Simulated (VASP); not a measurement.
Write the native input for VASP 6.6.1 that does the following.

| Quantity | Value |
| --- | --- |
| Task | relaxation of cell and atoms |
| Functional | PBE |
| Dispersion | D3(BJ) |
| Potentials or basis | VASP PAW PBE potentials, release 64 (Bi_d) |
| Cutoff | 600 eV |
| k mesh | 6 × 6 × 6 |
| Occupations | gaussian, width 0.02 eV |
| Spin | no spin polarisation |
| Ladder | gaps |
| Further INCAR settings | ALGO = Normal; EDIFF = 1e-06; IBRION = 2; EDIFFG = -0.01; NSW = 40; ISIF = 3 |

The structure of Bi lies in POSCAR:

```
Bi
1.0
    2.2675000000      1.3091417354      3.9380000000
   -2.2675000000      1.3091417354      3.9380000000
    0.0000000000     -2.6182834708      3.9380000000
Bi
2
Direct
    0.7660000000      0.7660000000      0.7660000000
    0.2340000000      0.2340000000      0.2340000000
```

One way to write it, as run:

INCAR

```
PREC = Accurate
ENCUT = 600
EDIFF = 1E-6
ISMEAR = 0
SIGMA = 0.02
LREAL = F
LASPH = T
NELM = 100
ALGO = Normal
ISIF = 3
LWAVE = F
LCHARG = F
GGA = PE
IVDW = 12
IBRION = 2
NSW = 40
EDIFFG = -0.01
```

KPOINTS

```
regular mesh
0
Gamma
  6 6 6
```

Potentials or basis: VASP PAW PBE potentials, release 64 (Bi_d).

Run with:

```console
$ cat potpaw_PBE.64/Bi_d/POTCAR > POTCAR
$ mpirun -np 1 vasp_std > vasp.out
```

Results of the run:

| Quantity | Value |
| --- | --- |
| Relaxed volume | 34.81 Å³/atom |
| Relaxed cell | a = 4.712 Å, b = 4.712 Å, c = 4.712 Å, α = 57.44°, β = 57.44°, γ = 57.44° |
| Space group after relaxing (to 0.05 Å) | R-3m (No. 166) |
| Energy gained by relaxing | 1.1 meV/atom |
| Ionic steps | 8 |
| Pressure after relaxing | 0.0 GPa |
| Largest force after relaxing | 0.007 eV/Å |
| Band gap on the k mesh | none (metal or under the smearing width) |
| Dispersion energy per atom | -0.459 eV |

Caveat: spin-orbit coupling is left out, which moves the levels of the heavy elements; pairwise dispersion overbinds metals, which lowers pressure and volume.

It took 3.8 min on 1 thread of Intel(R) Xeon(R) Platinum 8259CL CPU @ 2.50GHz (Skylake/Cascade Lake), with other jobs on the host, peak memory 0.27 GiB.
